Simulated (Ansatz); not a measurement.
Runs of Ansatz 0.2.0 on BaS. Symmetry: Fm-3m, No. 225, cubic system. The conventional cell has a = 6.388 Å, b = 6.388 Å, c = 6.388 Å, α = 90.00°, β = 90.00°, γ = 90.00°. Ba (site symmetry m-3m) is surrounded by 6 S at 3.19 Å. Around S (site symmetry m-3m) lie 6 Ba at 3.19 Å. 

| task | level | spin | cell | k mesh | points for each segment of the path | mesh quality | gap on the mesh (eV) | pressure (GPa) | relaxed volume (Å³/atom) |
| --- | --- | --- | --- | --- | --- | --- | --- | --- | --- |
| band structure | RPBE | off | as given | 7 × 7 × 7 | 14 | not flagged | 2.41 | 2.4 | - |
| relaxation of cell and atoms | RPBE | off | relaxed | 7 × 7 × 7 | - | not flagged | 2.49 | 0.0 | (d) |
| band structure | PBEsol | off | as given | 7 × 7 × 7 | 14 | not flagged | (b) | -1.2 | - |
| band structure | PBEsol | SOC, no magnetisation | as given | 5 × 5 × 5 | 14 | not flagged | (c) | -1.2 | - |
| band structure | revPBE | off | as given | 7 × 7 × 7 | 14 | not flagged | 2.37 | 2.0 | - |
| band structure | LDA | SOC, no magnetisation | as given | 5 × 5 × 5 | 14 | not flagged | 2.07 | -2.5 | - |
| band structure | PBEsol0 | off | as given | 4 × 4 × 4 | 4 | coarse | 3.70 | -1.0 | - |
| relaxation of cell and atoms | PBEsol0 | off | relaxed | 4 × 4 × 4 | - | coarse | 3.66 | 0.0 | 31.90 |
| band structure | LDA | off | as given | 7 × 7 × 7 | 14 | not flagged | 2.07 | -2.5 | - |
| relaxation of cell and atoms | PBEsol | off | relaxed | 7 × 7 × 7 | - | not flagged | 2.10 | 0.0 | (a) |
| relaxation of cell and atoms | LDA | off | relaxed | 7 × 7 × 7 | - | not flagged | 1.98 | 0.0 | 30.83 |

Alike in all rows: potentials or basis Ansatz PAW; cutoff (eV) 420; smearing fermi-dirac 0.05 eV.

Question: Fill in the values left out.

Answer: (a) 31.74; (b) 2.14; (c) 2.15; (d) 34.55.

Caveats: some runs use coarse meshes; the PAW data sets come from PBE, with cores solved anew for the run's functional, which leaves a small shift of forces and pressure; spin-orbit coupling is left out, which moves the levels of the heavy elements (some runs); the k mesh misses the band edges, so the gap on the mesh is wider than the one along the path (some runs); the plane-wave basis is chosen anew once the cell has moved, so the energies of steps on either side of that aren't comparable (some runs); odd divisions of the mesh miss points on the zone boundary, where band edges often lie, so the gap on the mesh can be too wide (some runs); the thresholds are loose for stress (some runs).

A k mesh can miss the band edges, and rows without SOC leave out spin-orbit coupling on Ba.

Runs at the PBE level aren't shown here.
